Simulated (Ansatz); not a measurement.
**Bi2Se2Te: the cell at several levels of theory**

Cell and atoms of Bi2Se2Te in the tetradymite structure are relaxed in turn with PBE-D3(BJ), r2SCAN+rVV10 and PBE-D4. This is a trial cell built on a prototype, not taken from a measured structure, and it needn't be the compound's ground state.

The runs shown are made with Ansatz 0.2.0. PAW datasets, plane waves, zero pressure. Spin-unpolarised throughout. Whether this structure exists isn't addressed.

## Step 1: The structure to begin with

This is the cell as the run starts from it, not yet at rest; its lengths are not the crystal's.

It is trigonal, R-3m (No. 166); a = 3.943 Å, c = 27.602 Å in the conventional setting, 24.78 Å³ an atom. Near Bi stand 3 Se at 2.76 Å and 3 Te at 2.93 Å; near Se stand 3 Bi at 2.76 Å; near Te stand 6 Bi at 2.93 Å.

Coordinates:

Space group R-3m:H (No. 166). a = 3.943 Å, b = 3.943 Å, c = 27.602 Å, α = 90.00°, β = 90.00°, γ = 120.00°
| atom | site | symmetry | x | y | z |
| --- | --- | --- | --- | --- | --- |
| Bi | 6c | 3m | 0.3333 | 0.6667 | 0.0667 |
| Se | 6c | 3m | 0.0000 | 0.0000 | 0.2100 |
| Te | 3a | -3m | 0.0000 | 0.0000 | 0.0000 |

## Step 2: Relaxing with PBE-D3(BJ)

Input file input.yaml:

```yaml
crystal:
  lattice:
    - [1.9715927, 1.1382995761, 9.200622788]
    - [-1.9715927, 1.1382995761, 9.200622788]
    - [0.0, -2.2765991522, 9.200622788]
  atoms:
    - { symbol: Bi, position: [0.4, 0.4, 0.4] }
    - { symbol: Bi, position: [0.6, 0.6, 0.6] }
    - { symbol: Se, position: [0.21, 0.21, 0.21] }
    - { symbol: Se, position: [0.79, 0.79, 0.79] }
    - { symbol: Te, position: [0.0, 0.0, 0.0] }
kpoints:
  mp_grid: { grid: [8, 8, 8] }
hamiltonian:
  xc: pbe
  dispersion: d3bj
scf:
  occupations: { method: fermi_dirac, width: 0.02 }
relax:
  f_tol: 0.005
  cell: {}
output:
  write_density: true
  write_potential: true
  elf: true
  volumetric_format: npy
```

Command:

```bash
$ ansatz run input.yaml --threads 4 --pin off --max-ram 7372MiB --backend cpu --events-out ev --progress --plain --runs-dir out
```

The runs that follow: Relaxation with r2SCAN+rVV10; Relaxation with PBE-D4.

Before running it: what results should come out? Wanted: for each run, a; c; volume; space group; SCF geometries.

As calculated:

| level | a (Å) | c (Å) | volume (Å³/atom) | space group | SCF geometries |
| --- | --- | --- | --- | --- | --- |
| PBE-D3(BJ) | 4.232 | 28.967 | 29.956 | R-3m | 6 |
| r2SCAN+rVV10 | 4.234 | 29.792 | 30.834 | R-3m | 6 |
| PBE-D4 | 4.229 | 28.941 | 29.877 | R-3m | 4 |

What this shows: The first relaxation changed the volume by +20.9 % from the start. PBE-D4 gives the smallest cell and r2SCAN+rVV10 the largest; they differ by 3.2 % in volume, a mean of 1.1 % in length. The meshes differ: PBE-D3(BJ) 8×8×8, r2SCAN+rVV10 6×6×6, PBE-D4 6×6×6.
